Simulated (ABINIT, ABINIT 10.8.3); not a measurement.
# Lattice constant of KBr from LDA, gradient-corrected functionals and PBE with dispersion

## Experiment

The quantity is the cubic lattice constant of potassium bromide in the rock salt structure. The reference is a = 6.5982 Å at room temperature, taken from a printed reference work on crystallographic data and neutron monochromator reference tables. It is a compiled value, and the method behind it is not given with it. For a simple cubic salt I would expect it to go back to diffraction, where the positions of the reflections yield a directly. As a room-temperature length it contains thermal expansion as well as the zero-point motion of the ions. The diffraction structure from the Crystallography Open Database, which I use as the starting cell, has a = 6.600 Å, larger than the reference by only 0.0018 Å.

| compared with | measured | source's wording or label | T (K) | method |
| --- | --- | --- | --- | --- |
| a (Å) | 6.5982 | cubic a | room temperature | compiled value, method not stated |

Conditions are those given with the value in the passage it was taken from; "not stated" means there, and the paper may say more elsewhere. The values are a selection: others may have been left out beforehand as unlike or outlying.

## Plan

I am looking for the cheapest level of theory that gives the lattice constant of KBr within 0.5 %, or about 0.033 Å. Common density functionals differ among themselves by one to a few per cent in the lattice constants of soft salts, so this limit can separate them, while it remains well above the small difference between the reference and the starting cell.

The model is the perfect crystal with two atoms in the primitive cell, non-magnetic and static. Symmetry fixes the ions, so only a relaxes. A static cell should lie below the room-temperature one, by up to roughly one per cent in a solid this soft. I call pass or miss against the measured value as it stands and weigh this allowance at the end.

I begin with the local density approximation and go on to gradient-corrected functionals, adding dispersion if the results ask for it. The level that looks good enough then gets tests of cutoff, k mesh and potentials before I judge it.

System: KBr, rock salt; Fm-3m (No. 225), 2 atoms in the primitive cell; the database structure is a diffraction structure: a = 6.600 Å; structure from the Crystallography Open Database.

## 1. LDA as the first rung

LDA is the simplest functional, and KBr is a closed-shell insulator with a wide gap, so a moderate cutoff and a 4×4×4 mesh are a sensible start. LDA usually binds too strongly. I expect a lattice constant that is too short by more than the thermal allowance can explain, and the size of the shortfall will show how much a gradient correction has to recover.

**Run 1.** ABINIT 10.8.3: LDA, JTH PAW datasets, cell and atoms relaxed from the database structure, cutoff 20 Ha, 4x4x4 k mesh, Gaussian smearing 0.02 eV.

Key lines of the input:
```
# potential files: JTH PAW datasets, made for LDA
ecut 20
pawecutdg 40
ecutsm 0.5
dilatmx 1.06
optcell 2
ionmov 2
ntime 50
tolmxf 5.0d-5
ngkpt 4 4 4
shiftk 0.0 0.0 0.0
occopt 7
tsmear 0.02 eV
nband 13
nstep 80
tolvrs 1.0d-10
diemac 6
pseudos "K.xml, Br.xml"
ntypat 2
znucl 19 35
natom 2
typat 1 2
# ... acell, rprim, xred
```

Command:
```
OMP_NUM_THREADS=1 mpirun -n 8 abinit run.abi > run.log
```

Selected lines of the output:
```
 At Broyd/MD step   5, gradients are converged :
-Cartesian components of stress tensor (GPa)         [Pressure= -1.7295E-03 GPa]
```

Converged; 13 s on 8 cores of INTEL XEON PLATINUM 8581C at 2.10GHz (Emerald Rapids), shared host.

| quantity | run 1 | measured | deviation |
| --- | --- | --- | --- |
| a (Å) | 6.3831 | 6.5982 | −0.2151 (−3.3 %) |
| conventional cell volume (Å³) | 260.07 |  |  |
| final pressure (GPa) | −0.00173 |  |  |

LDA gives 6.3831 Å, 3.3 % below the reference. The relaxation has converged with almost no pressure left, so the crystal sits at the minimum for these settings. The sign is the one I expected, and the shortfall is several times what thermal expansion and zero-point motion could account for. LDA misses the target clearly.

## 2. Two gradient-corrected functionals

A gradient correction weakens the overbinding and adds little to the cost of a run this small. I take PBE and PBEsol together, with cutoff and mesh unchanged, because they share the form of the correction and differ in its strength. PBE tends to make soft ionic crystals too large, while PBEsol was built for the lattice constants of solids and should fall between LDA and PBE. I expect PBEsol to come closer to the reference. It uses datasets made for PBE here, a mismatch that will need its own check if PBEsol turns out to be the level to judge.

**Run 2.** ABINIT 10.8.3: PBE, JTH PAW datasets, cell and atoms relaxed from the database structure, cutoff 20 Ha, 4x4x4 k mesh, Gaussian smearing 0.02 eV.

Key lines of the input, as changed from run 1:
```diff
- # potential files: JTH PAW datasets, made for LDA
+ # potential files: JTH PAW datasets, made for PBE
```

Selected lines of the output:
```
 At Broyd/MD step   4, gradients are converged :
```

Converged; 12 s on 8 cores of Arm Neoverse V1, shared host.

**Run 3.** ABINIT 10.8.3: PBEsol, JTH PAW datasets, cell and atoms relaxed from the database structure, cutoff 20 Ha, 4x4x4 k mesh, Gaussian smearing 0.02 eV; PBE datasets.

Key lines of the input, as changed from run 2:
```diff
+ ixc -116133
```

Selected lines of the output:
```
 At Broyd/MD step   3, gradients are converged :
-Cartesian components of stress tensor (GPa)         [Pressure=  1.3705E-02 GPa]
```

Converged; 10 s on 8 cores of INTEL XEON PLATINUM 8581C at 2.10GHz (Emerald Rapids), shared host.

| quantity | run 2 | run 3 | measured |
| --- | --- | --- | --- |
| a (Å) | 6.7093 | 6.5569 | 6.5982 |
| conventional cell volume (Å³) | 302.02 | 281.90 |  |
| final pressure (GPa) | 0.00365 | 0.01371 |  |

The two functionals fall on opposite sides of the reference. PBE gives 6.7093 Å, 1.7 % too long, and a static cell ought to be shorter than the room-temperature one, so thermal motion cannot excuse this error. PBEsol gives 6.5569 Å, 0.0413 Å or 0.6 % too short. That is a narrow miss, less than 0.01 Å outside the limit, and its sign is the one a static calculation should have.

The PBEsol relaxation stopped with a small positive pressure, so the cell would still expand slightly. In a crystal this soft, that could shift the last digits of a.

## 3. Testing cutoff, mesh and potentials for PBEsol

With so small an excess over the limit, the numerical settings could decide the call. I therefore test PBEsol before trying another functional: once with the cutoff raised to 26 Ha, once with a 6×6×6 mesh, and once with PseudoDojo norm-conserving potentials at the higher cutoff they need. I expect the mesh to matter little in a wide-gap insulator. The change of potentials is the more searching test, because the PAW datasets were made for PBE.

**Run 4.** ABINIT 10.8.3: PBEsol, JTH PAW datasets, cell and atoms relaxed from the database structure, cutoff 26 Ha, 4x4x4 k mesh, Gaussian smearing 0.02 eV; PBE datasets.

Key lines of the input, as changed from run 3:
```diff
- ecut 20
- pawecutdg 40
+ ecut 26
+ pawecutdg 52
```

Selected lines of the output:
```
-Cartesian components of stress tensor (GPa)         [Pressure=  1.1916E-02 GPa]
```

Converged; 14 s on 8 cores of Arm Neoverse V1, shared host.

**Run 5.** ABINIT 10.8.3: PBEsol, JTH PAW datasets, cell and atoms relaxed from the database structure, cutoff 20 Ha, 6x6x6 k mesh, Gaussian smearing 0.02 eV; PBE datasets.

Key lines of the input, as changed from run 3:
```diff
- ngkpt 4 4 4
+ ngkpt 6 6 6
```

Selected lines of the output:
```
-Cartesian components of stress tensor (GPa)         [Pressure= -3.1275E-04 GPa]
```

Converged; 17 s on the same hardware.

**Run 6.** ABINIT 10.8.3: PBEsol, PseudoDojo norm-conserving potentials, cell and atoms relaxed from the database structure, cutoff 37 Ha, 4x4x4 k mesh, Gaussian smearing 0.02 eV.

Key lines of the input, as changed from run 1:
```diff
- # potential files: JTH PAW datasets, made for LDA
- ecut 20
- pawecutdg 40
+ # potential files: PseudoDojo norm-conserving potentials, made for PBEsol
+ ecut 37
- pseudos "K.xml, Br.xml"
+ pseudos "K.upf, Br.upf"
```

Selected lines of the output:
```
-Cartesian components of stress tensor (GPa)         [Pressure=  1.0966E-02 GPa]
```

Converged; 14 s on the same hardware.

| quantity | run 4 | run 5 | run 6 | measured |
| --- | --- | --- | --- | --- |
| a (Å) | 6.5577 | 6.5582 | 6.5478 | 6.5982 |
| conventional cell volume (Å³) | 282.00 | 282.06 | 280.73 |  |
| final pressure (GPa) | 0.01192 | −0.00031 | 0.01097 |  |

All three PBEsol checks leave the lattice constant short of the limit. The higher cutoff lengthens a by 0.0008 Å and the denser mesh by 0.0013 Å. With a bulk modulus of very roughly 15 GPa, the pressure left in the first PBEsol run is worth a shift of about this size, which can account for the change with the mesh. The run at higher cutoff kept nearly the same pressure, so its change may be a real effect of the cutoff, but it is far too small to alter the call.

The norm-conserving potentials, made for PBEsol, give 6.5478 Å, 0.0091 Å shorter than the first PBEsol run. That is more than the leftover pressures explain, and it widens the miss to about 0.8 %. The choice of potentials is therefore the largest numerical uncertainty I have found here, comparable to the amount by which PBEsol with the PAW datasets exceeds the limit. Against the room-temperature value, PBEsol remains a narrow miss with the PAW datasets and a somewhat clearer one with the norm-conserving potentials.

## 4. The Wu-Cohen functional

The reference lies between PBEsol and PBE, so I look for a gradient correction of intermediate strength before adding a new term. The Wu-Cohen functional is a relative of PBEsol, also aimed at solids, and it belongs to the same class of cost. I expect a cell close to the PBEsol one, perhaps slightly longer. I return to the first cutoff and mesh, which the checks found adequate for PBEsol, and to the PBE datasets, so that only the functional differs from the first PBEsol run.

**Run 7.** ABINIT 10.8.3: Wu-Cohen GGA, JTH PAW datasets, cell and atoms relaxed from the database structure, cutoff 20 Ha, 4x4x4 k mesh, Gaussian smearing 0.02 eV; PBE datasets.

Key lines of the input, as changed from run 2:
```diff
+ ixc 23
```

Selected lines of the output:
```
 At Broyd/MD step   3, gradients are converged :
-Cartesian components of stress tensor (GPa)         [Pressure=  6.8253E-03 GPa]
```

Converged; 8 s on the same hardware.

| quantity | run 7 | measured | deviation |
| --- | --- | --- | --- |
| a (Å) | 6.5786 | 6.5982 | −0.0196 (−0.3 %) |
| conventional cell volume (Å³) | 284.71 |  |  |
| final pressure (GPa) | 0.00683 |  |  |

Wu-Cohen gives 6.5786 Å, 0.3 % below the reference and inside the limit. The cell is 0.0217 Å longer than in the first PBEsol run, which differs only in the functional. The remaining pressure is small and positive, so full relaxation would lengthen the cell slightly, towards the reference.

The pass has one weak point: the datasets were made for PBE. Changing the potentials moved the PBEsol result by 0.0091 Å, and that test does not tell me how far Wu-Cohen would move. A test of Wu-Cohen with other potentials is not shown in this report.

## 5. Dispersion added to PBE

The overlong PBE cell is still unexplained. Bromide is a polarisable ion, and plain PBE lacks the long-range dispersion attraction, so I add D3 with Becke-Johnson damping. The correction costs next to nothing beside the electronic calculation, and here the datasets match the functional. I expect the cell to contract. How far is less certain, because D3 takes its coefficients from reference systems that may describe a potassium ion poorly and give it too much dispersion.

**Run 8.** ABINIT 10.8.3: PBE+D3(BJ), JTH PAW datasets, cell and atoms relaxed from the database structure, cutoff 20 Ha, 4x4x4 k mesh, Gaussian smearing 0.02 eV.

Key lines of the input, as changed from run 2:
```diff
+ vdw_xc 7
```

Selected lines of the output:
```
 At Broyd/MD step   3, gradients are converged :
-Cartesian components of stress tensor (GPa)         [Pressure=  9.8534E-03 GPa]
```

Converged; 9.3 s on the same hardware.

| quantity | run 8 | measured | deviation |
| --- | --- | --- | --- |
| a (Å) | 6.5702 | 6.5982 | −0.0280 (−0.4 %) |
| conventional cell volume (Å³) | 283.62 |  |  |
| final pressure (GPa) | 0.00985 |  |  |

Adding D3 shortens the PBE cell by 0.1391 Å, to 6.5702 Å. The error of plain PBE, 1.7 % too long, becomes a deviation of 0.4 % on the short side, where a static cell should lie. Only the dispersion term differs between the two runs, so missing dispersion is a plausible reason for the overlong PBE cell. The lattice constant alone does not show whether D3 gives the potassium ion the right share of the attraction.

This is a narrow pass, about 0.005 Å inside the limit. The small positive pressure that remains would lengthen the cell slightly, towards the reference. The datasets were made for PBE, so the mismatch that burdens the Wu-Cohen result is absent here, but checks of cutoff, mesh and potentials for PBE+D3 are not shown in this report. The two passing levels differ by 0.0084 Å, less than the change of potentials made in PBEsol, and I do not rank one above the other on that difference.

## Summary of runs

| run | settings | a (Å) | deviation | cost |
| --- | --- | --- | --- | --- |
| 1 | LDA, JTH PAW datasets, cutoff 20 Ha, 4x4x4 k mesh | 6.3831 | −0.2151 (−3.3 %) | 1.7 core-min |
| 2 | PBE, JTH PAW datasets, cutoff 20 Ha, 4x4x4 k mesh | 6.7093 | +0.1111 (+1.7 %) | 96 core-s |
| 3 | PBEsol, JTH PAW datasets, cutoff 20 Ha, 4x4x4 k mesh, PBE datasets | 6.5569 | −0.0413 (−0.6 %) | 80 core-s |
| 4 | PBEsol, JTH PAW datasets, cutoff 26 Ha, 4x4x4 k mesh, PBE datasets | 6.5577 | −0.0405 (−0.6 %) | 1.9 core-min |
| 5 | PBEsol, JTH PAW datasets, cutoff 20 Ha, 6x6x6 k mesh, PBE datasets | 6.5582 | −0.0400 (−0.6 %) | 2.2 core-min |
| 6 | PBEsol, PseudoDojo norm-conserving potentials, cutoff 37 Ha, 4x4x4 k mesh | 6.5478 | −0.0504 (−0.8 %) | 1.8 core-min |
| 7 | Wu-Cohen GGA, JTH PAW datasets, cutoff 20 Ha, 4x4x4 k mesh, PBE datasets | 6.5786 | −0.0196 (−0.3 %) | 64 core-s |
| 8 | PBE+D3(BJ), JTH PAW datasets, cutoff 20 Ha, 4x4x4 k mesh | 6.5702 | −0.0280 (−0.4 %) | 74 core-s |
|  | measured | 6.5982 |  |  |

Further runs on the same system, made beside this series (convergence steps with loose settings among them):

| further | settings | a (Å) | deviation | cost |
| --- | --- | --- | --- | --- |
| F1 | PBEsol, JTH PAW datasets, cutoff 14 Ha, 4x4x4 k mesh, PBE datasets | 6.5638 | −0.0344 (−0.5 %) | 68 core-s |
| F2 | PBEsol, JTH PAW datasets, cutoff 20 Ha, 4x4x4 k mesh, optcell 1, PBE datasets | 6.5569 | −0.0413 (−0.6 %) | 79 core-s |
|  | measured | 6.5982 |  |  |

## Verdict

Two levels meet the 0.5 % target against the room-temperature value: Wu-Cohen, 0.3 % short, and PBE+D3(BJ), 0.4 % short and a narrow pass. Each took about one core-minute, and neither cost nor accuracy separates them. PBEsol narrowly misses, while LDA and plain PBE fail clearly, on opposite sides.

These passes depend on comparing a static cell with a warm one. Taking out thermal expansion and zero-point motion would shorten the reference. At the full allowance of roughly one per cent, Wu-Cohen and PBE+D3 would both be too long by slightly more than the limit, and PBEsol would fall inside it. The agreement may therefore contain some cancellation between functional error and missing motion. If the full allowance applies, PBEsol describes the static crystal best of the three, but so rough an allowance cannot settle the order.

The comparison of PBE with and without D3 was the most informative step: the added attraction removes the excess length, though the lattice constant alone cannot prove its strength right. For PBEsol, raising the cutoff from 20 to 26 Ha or refining the mesh changed almost nothing. At 14 Ha the cell was 0.0069 Å longer than at 20 Ha, so its closer approach to experiment is chance. Relaxing the volume alone reproduced the PBEsol cell and added no independent evidence.

Changing the potentials shortened the PBEsol cell by 0.0091 Å. Corresponding checks for Wu-Cohen and PBE+D3 are not shown in this report, and a shift of that size in the same direction would take PBE+D3 outside the limit. A low-temperature lattice constant, corrected for zero-point motion, would be the better test.

[Logs are printed without paths, hosts, clocks, repeated set-up lines and the standing remarks that a program may print on its own settings, such as how far it seeks lower states.]

[The runs shown are a pick from a larger set of finished runs; failed, doubtful and other runs were left out of it ahead of writing. So were measured values far from every level or from commonly accepted values, and agreement can look better than it is. Lines of input and output are excerpts and may be shortened.]
